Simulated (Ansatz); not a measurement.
# TiSi2: the cost of one run

Method: DFT PBE, scalar-relativistic, plane waves, PAW, in Ansatz 0.2.0.

1 further run of the same task is left out (set aside as unsound or not needed).

## Step 1: The structure to begin with

The structure is orthorhombic, space group Fddd (No. 70). The conventional cell has a = 4.808 Å, b = 8.270 Å, c = 8.559 Å, α = 90.00°, β = 90.00°, γ = 90.00°. Ti (site symmetry 222) has 10 Si at 2.56 to 2.79 Å in its first shell of neighbours. Around Si (site symmetry 2) lie 5 Si at 2.53 to 2.80 Å and 5 Ti at 2.56 to 2.79 Å.

As a file:

```
Ti Si
1.0
     0.00000    4.13518    4.27960
     2.40387    0.00000    4.27960
     2.40387    4.13518    0.00000
Ti Si
2 4
Direct
  0.75000 0.75000 0.75000
  0.50000 0.50000 0.50000
  0.08682 0.41318 0.08682
  0.41318 0.08682 0.41318
  0.16318 0.83682 0.16318
  0.83682 0.16318 0.83682
```

This cell was relaxed beforehand with the same method: volume 14.18 Å³/atom, gap on the mesh none (metal).

## Step 2: The undisturbed cell

Input file input.yaml:

```yaml
crystal:
  lattice:
    - [0.0, 4.1351811263, 4.279597607]
    - [2.4038689094, 0.0, 4.279597607]
    - [2.4038689094, 4.1351811263, 0.0]
  atoms:
    - { symbol: Ti, position: [0.75, 0.75, 0.75] }
    - { symbol: Ti, position: [0.5, 0.5, 0.5] }
    - { symbol: Si, position: [0.0868244591, 0.4131755409, 0.0868244591] }
    - { symbol: Si, position: [0.4131755409, 0.0868244591, 0.4131755409] }
    - { symbol: Si, position: [0.1631755409, 0.8368244591, 0.1631755409] }
    - { symbol: Si, position: [0.8368244591, 0.1631755409, 0.8368244591] }
basis:
  ecutwfc: 420
kpoints:
  mp_grid: { grid: [10, 10, 10] }
hamiltonian:
  xc: pbe
scf:
  occupations: { method: gaussian, width: 0.15 }
output:
  forces: true
  stress: true
  eigenvalues: true
  write_density: true
  write_potential: true
  elf: true
  volumetric_format: npy
```

Command:

```console
$ ansatz run input.yaml --threads 2 --pin off --max-ram 5120MiB --backend cpu --events-out ev --progress --plain --runs-dir out
```

**Question.** How long does this run take on 2 threads of Intel Xeon 6975P-C (Granite Rapids), shared host, and how much memory does it need?

About 7.5 s, with a peak of 0.63 GiB.
